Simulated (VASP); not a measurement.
# Cu (Fm-3m) in VASP: a series of runs

One crystal, Cu, is run at these levels: LDA; tasks: relaxation of cell and atoms.

All numbers are computed with VASP 6.6.1; they aren't measurements. Logs are shortened: lines on timing, memory, paths and dates and some standing lists are left out, and cuts for length are marked.

### 1 The structure

Symmetry: Fm-3m, No. 225, cubic system. The conventional cell has a = 3.582 Å, b = 3.582 Å, c = 3.582 Å, α = 90.00°, β = 90.00°, γ = 90.00°. Cu (site symmetry m-3m) has 12 Cu at 2.53 Å as nearest neighbours.

### 2 Relaxation of cell and atoms, LDA

File INCAR:

```
PREC = Accurate ; ENCUT = 350
EDIFF = 1E-7 ; ISMEAR = 0
SIGMA = 0.1 ; LREAL = F
LASPH = T ; NELM = 100
ALGO = Fast ; ISIF = 3
LWAVE = F ; LCHARG = F
GGA = CA ; IBRION = 2
NSW = 80 ; EDIFFG = -0.002
```

File KPOINTS:

```
Automatic mesh
0
Gamma
  10 10 10
```

File POSCAR:

```
Cu
1.0
    0.0000000000      1.7909550000      1.7909550000
    1.7909550000      0.0000000000      1.7909550000
    1.7909550000      1.7909550000      0.0000000000
Cu
1
Direct
    0.0000000000      0.0000000000      0.0000000000
```

Potentials or basis: VASP PAW LDA potentials, release 64 (Cu).

The run is started by

```bash
$ cat potpaw_LDA.64/Cu/POTCAR > POTCAR
$ mpirun -np 1 vasp_std > vasp.out
```

OUTCAR:

```text
PREC = Accurate
   ENCUT = 350
   EDIFF = 1E-7
   ISMEAR = 0
   LREAL = F
   LASPH = T
   NELM = 100
   ISIF = 3
   GGA = CA
   IBRION = 2
   NSW = 80
   EDIFFG = -0.002

 ion  position               nearest neighbor table
   1  0.000  0.000  0.000-

  LATTYP: Found a face centered cubic cell.
 ALAT       =     3.5819100000

  Lattice vectors:

 A1 = (   0.0000000000,   1.7909550000,   1.7909550000)
 A2 = (   1.7909550000,   0.0000000000,   1.7909550000)
 A3 = (   1.7909550000,   1.7909550000,   0.0000000000)

Analysis of symmetry for initial positions (statically):
=====================================================================
 Subroutine PRICEL returns:
 Original cell was already a primitive cell.

 Routine SETGRP: Setting up the symmetry group for a
 face centered cubic supercell.

 Subroutine GETGRP returns: Found 48 space group operations
 (whereof 48 operations were pure point group operations)
 out of a pool of 48 trial point group operations.

The static configuration has the point symmetry O_h .

Analysis of symmetry for dynamics (positions and initial velocities):
=====================================================================
 Subroutine PRICEL returns:
 Original cell was already a primitive cell.

 Routine SETGRP: Setting up the symmetry group for a
 face centered cubic supercell.

 Subroutine GETGRP returns: Found 48 space group operations
 (whereof 48 operations were pure point group operations)
 out of a pool of 48 trial point group operations.

The dynamic configuration has the point symmetry O_h .

 Subroutine INISYM returns: Found 48 space group operations
 (whereof 48 operations are pure point group operations),
 and found     1 'primitive' translations

----------------------------------------------------------------------------------------

                                     Primitive cell

  volume of cell :      11.4890

  direct lattice vectors                    reciprocal lattice vectors
     0.000000000  1.790955000  1.790955000    -0.279180661  0.279180661  0.279180661
     1.790955000  0.000000000  1.790955000     0.279180661 -0.279180661  0.279180661
     1.790955000  1.790955000  0.000000000     0.279180661  0.279180661 -0.279180661

  length of vectors
     2.532792851  2.532792851  2.532792851     0.483555089  0.483555089  0.483555089

  position of ions in fractional coordinates (direct lattice)
     0.000000000  0.000000000  0.000000000

  ion indices of the primitive-cell ions
   primitive index   ion index
                 1           1
[... 87 lines left out ...]
   ISMEAR =     0;   SIGMA  =   0.10  broadening in eV -4-tet -1-fermi 0-gaus
   EFERMI_NEDOS =   21; number of points for ismear=-14 and -15
   IALGO  =     68    algorithm
   IMIX   =      4    mixing-type and parameters
     AMIX     =   0.40;   BMIX     =  1.00
     AMIX_MAG =   1.60;   BMIX_MAG =  1.00
  volume/ion in A,a.u.               =      11.49        77.53
  Fermi-wavevector in a.u.,A,eV,Ry     =   1.613533  3.049134 35.422593  2.603487
  Thomas-Fermi vector in A             =   2.708587
   LORBIT       =      0    0 simple, 1 ext, 2 COOP (PROOUT), +10 PAW based schemes
   GGA     = CA    functional components
   LHFCALC =     F    Hartree Fock is set to
   AEXX    =    0.0000 exact exchange contribution
   IVDW    =     0    specifies the selected vdW correction
   LEPSILON=     F    determine dielectric tensor
   LRPA    =     F    only Hartree local field effects (RPA)
 conjugate gradient relaxation of ions
 non-spin polarized calculation
 RMM-DIIS sequential band-by-band and
 Gauss-broadening in eV      SIGMA  =   0.10
  energy-cutoff  :      350.00
  volume of cell :       11.49
 maximum number of plane-waves:       180
   NGX =  7   NGY =  7   NGZ =  7

--------------------------------------- Ionic step        1  -------------------------------------------

 number of electron      10.9999965 magnetization

 Free energy of the ion-electron system (eV)
  ---------------------------------------------------
  ext. energy  EPLUGINS =         0.00000000
  ---------------------------------------------------
  free energy    TOTEN  =        -4.68794293 eV

  energy without entropy =       -4.68488117  energy(sigma->0) =       -4.68641205

------------------------ aborting loop because EDIFF is reached ----------------------------------------

  FORCE on cell =-STRESS in cart. coord.  units (eV):
  Direction    XX          YY          ZZ          XY          YZ          ZX
  --------------------------------------------------------------------------------------
  -------------------------------------------------------------------------------------
  Total       -0.5665130     -0.5665130     -0.5665130     -0.0000000      0.0000000     -0.0000000
  in kB      -79.0017067    -79.0017067    -79.0017067     -0.0000000      0.0000000     -0.0000000
  external PRESSURE =     -79.0017067 kB  Pullay stress =       0.0000000 kB
[... 162 lines left out ...]
--------------------------------------- Ionic step        6  -------------------------------------------

 number of electron      10.9999989 magnetization

 Free energy of the ion-electron system (eV)
  ---------------------------------------------------
  ext. energy  EPLUGINS =         0.00000000
  ---------------------------------------------------
  free energy    TOTEN  =        -4.70261284 eV

  energy without entropy =       -4.69909140  energy(sigma->0) =       -4.70085212

 E-fermi :   8.2225     XC(G=0): -13.5643

 val. band max:        8.1728166585   @ k =   0.5000   0.1000   0.0000
 cond. band min:       8.4813968902   @ k =   0.5000   0.3000   0.1000
 fundamental gap:      0.3085802317
 Fermi energy:         8.2224663714

 k-point     1 :       0.0000    0.0000    0.0000
  band No.  band energies     occupation
      1      -1.6060      2.00000
      2       5.0255      2.00000
      3       5.0255      2.00000
      4       5.0255      2.00000
      5       5.9700      2.00000
      6       5.9700      2.00000
      7      31.6428      0.00000
      8      34.7302      0.00000
      9      34.7302      0.00000
[... 265 lines left out ...]
 k-point    24 :       0.4000    0.3000    0.0000
  band No.  band energies     occupation
      1       2.8906      2.00000
      2       3.8214      2.00000
      3       5.6224      2.00000
      4       6.1178      2.00000
      5       6.5744      2.00000
      6       7.2230      2.00000
      7      21.0565      0.00000
      8      22.0052      0.00000
      9      23.9531      0.00000

 [... further k-points ...]
[... 5 lines left out ...]
  --------------------------------------------------------------------------------------
  -------------------------------------------------------------------------------------
  Total        0.0000704      0.0000704      0.0000704     -0.0000000     -0.0000000      0.0000000
  in kB        0.0103175      0.0103175      0.0103175     -0.0000000     -0.0000000      0.0000000
  external PRESSURE =       0.0103175 kB  Pullay stress =       0.0000000 kB
[... 16 lines left out ...]
  FREE ENERGIE OF THE ION-ELECTRON SYSTEM (eV)
  ---------------------------------------------------
  free  energy   TOTEN  =        -4.7026128389 eV

  energy  without entropy=       -4.6990913961  energy(sigma->0) =       -4.70085212

 reached required accuracy - stopping structural energy minimisation
```

CONTCAR:

```text
Cu
   1.00000000000000
    -0.0000000000000000    1.7613760726020014    1.7613760726020014
     1.7613760726020014   -0.0000000000000000    1.7613760726020014
     1.7613760726020014    1.7613760726020014   -0.0000000000000000
  Cu
     1
Direct
     0.0000000000000000    0.0000000000000000    1.0000000000000000

  0.00000000E+00  0.00000000E+00  0.00000000E+00
```

Run time: 5.4 s. Hardware: 1 thread of Intel Xeon 6975P-C (Granite Rapids), shared host; peak memory 0.11 GiB.

Results:

```
Free energy                            : -4.7026 eV
Relaxed volume                         : 10.93 Å³/atom
Relaxed cell                           : a = 2.491 Å, b = 2.491 Å, c = 2.491 Å, α = 60.00°, β = 60.00°, γ = 60.00°
Space group after relaxing (to 0.05 Å) : Fm-3m (No. 225)
Energy gained by relaxing              : 14.7 meV/atom
Ionic steps                            : 6
Pressure after relaxing                : 0.0 GPa
Band gap on the k mesh                 : none (metal or under the smearing width)
```

The path:
| step | energy change (eV) | largest force (eV/Å) | pressure (GPa) | volume (Å³) |
| --- | --- | --- | --- | --- |
| 1 | 0.0000 | 0.0000 | -7.90 | 11.49 |
| 2 | -0.0078 | 0.0000 | 6.68 | 10.57 |
| 3 | -0.0147 | 0.0000 | -0.04 | 10.93 |
| 4 | -0.0147 | 0.0000 | 0.50 | 10.91 |
| 5 | -0.0146 | 0.0000 | -0.70 | 10.96 |
| 6 | -0.0147 | 0.0000 | 0.00 | 10.93 |

Final structure:
```
Cu
1.0
     0.00000    1.76138    1.76138
     1.76138    0.00000    1.76138
     1.76138    1.76138    0.00000
Cu
1
Cartesian
  1.7614 1.7614 0.0000
```

Caveat: the cutoff is under 1.25 times the usual one of these potentials, so pressure, stress and relaxed cells hold a basis-set (Pulay) error. Zero-point motion and thermal expansion aren't in these numbers.

### 3 Relaxation of cell and atoms, LDA

This run uses another cell than the first one, of 10.93 Å³/atom, 0.951 times its volume.

INCAR is that of step 2.

KPOINTS is that of step 2.

File POSCAR:

```
Cu                                      
1.0
   -0.0000000000      1.7613760726      1.7613760726
    1.7613760726     -0.0000000000      1.7613760726
    1.7613760726      1.7613760726     -0.0000000000
  Cu            
     1
Direct
     0.0000000000000000    0.0000000000000000    1.0000000000000000
```

Potentials or basis: VASP PAW LDA potentials, release 64 (Cu).

The run is started by

```bash
$ cat potpaw_LDA.64/Cu/POTCAR > POTCAR
$ mpirun -np 1 vasp_std > vasp.out
```

It took 4.2 s on 1 thread of Intel Xeon 6975P-C (Granite Rapids), shared host; peak memory 0.1 GiB.

Results (log left out):

- Free energy: -4.7020 eV
- Relaxed volume: 10.94 Å³/atom
- Relaxed cell: a = 2.492 Å, b = 2.492 Å, c = 2.492 Å, α = 60.00°, β = 60.00°, γ = 60.00°
- Space group after relaxing (to 0.05 Å): Fm-3m (No. 225)
- Energy gained by relaxing: 0.0 meV/atom
- Ionic steps: 7
- Pressure after relaxing: 0.0 GPa
- Band gap on the k mesh: none (metal or under the smearing width)

Final structure:
```
Cu
1.0
     0.00000    1.76199    1.76199
     1.76199    0.00000    1.76199
     1.76199    1.76199    0.00000
Cu
1
Cartesian
  0.0000 0.0000 0.0000
```

Levels at points of the mesh, in eV from the Fermi level:
```tsv
k point	band 2	band 3	band 4	band 5	band 6	band 7	band 8	band 9
(0.00, 0.00, 0.00)	-3.19	-3.19	-3.19	-2.25	-2.25	23.41	26.49	26.49
(0.50, 0.00, 0.00)	-3.23	-3.23	-1.61	-1.61	-1.08	4.25	21.90	23.25
(0.50, 0.50, 0.00)	-4.76	-1.63	-1.45	-1.45	1.56	7.79	13.73	13.73
```

Caveat: the cutoff is under 1.25 times the usual one of these potentials, so pressure, stress and relaxed cells hold a basis-set (Pulay) error.
